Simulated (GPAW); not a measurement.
Write an ASE script for GPAW 26.7.0 that does the following.

```
Task                : band structure
Functional          : PBEsol
Potentials or basis : PAW data sets generated in the run's folder for this functional
Cutoff              : 600 eV
Basis               : pw
k mesh              : 8 × 8 × 5
Occupations         : fermi-dirac, width 0.05 eV
Spin                : no spin polarisation
Maxiter             : 150
Band path           : GMKGALHA,LM,KH
Band points         : 100
```

The structure of ZrS2 lies in POSCAR:

```
ZrS2
1.0
    3.6913825498      0.0000000000      0.0000000000
   -1.8456912749      3.1968310632      0.0000000000
    0.0000000000      0.0000000000      6.0410770100
Zr S
1 2
Direct
    0.0000000000      0.0000000000      0.0000000000
    0.3333333333      0.6666666667      0.2379099700
    0.6666666667      0.3333333333      0.7620900300
```

The cell is a database's computed one.

One way to write it, as run:

run.py

```python
from ase.dft.bandgap import bandgap
from ase.io import read, write
from ase.units import GPa
from gpaw import GPAW, PW, setup_paths

setup_paths.insert(0, '.')

atoms = read('POSCAR')

calc = GPAW(mode=PW(600),
            xc='PBEsol',
            kpts={'size': (8, 8, 5), 'gamma': True},
            occupations={'name': 'fermi-dirac', 'width': 0.05},
            nbands=24,
            convergence={'density': 1e-05, 'energy': 1e-05},
            maxiter=150,
            txt='gpaw.txt')
atoms.calc = calc
energy = atoms.get_potential_energy()
forces = atoms.get_forces()
stress = atoms.get_stress()
calc.write('gs.gpw')
write('result.traj', atoms)
print(f'Energy: {energy:.6f} eV')
print('Forces (eV/A):')
print(forces.round(4))
print('Stress (GPa):', (stress / GPa).round(3))
print('Fermi level:', round(calc.get_fermi_level(), 4), 'eV')
print(f'Gap: {bandgap(calc)[0]:.4f} eV, direct: {bandgap(calc, direct=True)[0]:.4f} eV')

path = atoms.cell.bandpath('GMKGALHA,LM,KH', npoints=100, eps=1e-4)
bs_calc = calc.fixed_density(kpts=path, symmetry='off', nbands=39,
                             convergence={'bands': 'CBM+6.0', 'eigenstates': 1e-6}, txt='bands.txt')
bs = bs_calc.band_structure()
bs.write('bs.json')
print(f'Gap on the path: {bandgap(bs_calc)[0]:.4f} eV')
```

Potentials or basis: PAW data sets generated in the run's folder for this functional, pw.

Command:

```sh
$ gpaw-setup -f PBEsol S Zr
$ OMP_NUM_THREADS=1 python run.py
```

It gave:

```yaml
Pressure: -2.8 GPa
Largest_force: 0.173 eV/Å
Band_gap_on_the_k_mesh: 0.98 eV, indirect (least direct gap 1.58 eV)
Band_gap_along_the_path: 0.95 eV, indirect (least direct gap 1.58 eV)
```

Caveat: this functional lacks dispersion, which binds the layers, so the pressure and a relaxed spacing across them are unreliable.

Run time: 110 s on 1 thread of Arm Neoverse V2, on a shared host, peak memory 0.43 GiB.
